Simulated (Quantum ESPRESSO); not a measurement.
The system is BN.

```
CELL_PARAMETERS angstrom
0.00000 1.81300 1.81300
1.81300 0.00000 1.81300
1.81300 1.81300 0.00000
ATOMIC_POSITIONS crystal
N 0.25000 0.25000 0.25000
B 0.00000 0.00000 0.00000
```

The cell is a database's computed one.

Base run:

* Program: Quantum ESPRESSO 7.5
* Functional: AM05
* Potentials or basis: GBRV 1.5 PBE
* Cutoff: 612 eV
* Density cutoff: 4898 eV
* k mesh: 10 × 10 × 10, shifted
* Occupations: fermi-dirac, width 0.05 eV
* Spin: no spin polarisation

Its results: pressure -6.3 GPa; electronic dielectric tensor (diagonal) 4.66.

Q: The run is repeated on the same cell with these changes: functional from AM05 to WC. What comes out?

A: Pressure -5.3 GPa; electronic dielectric tensor (diagonal) 4.65.

Caveats: the potentials were made for another functional, which shifts forces and pressure; the cell is more than 3 GPa from zero pressure, which shifts response properties.

Not every run made on this cell is shown here.
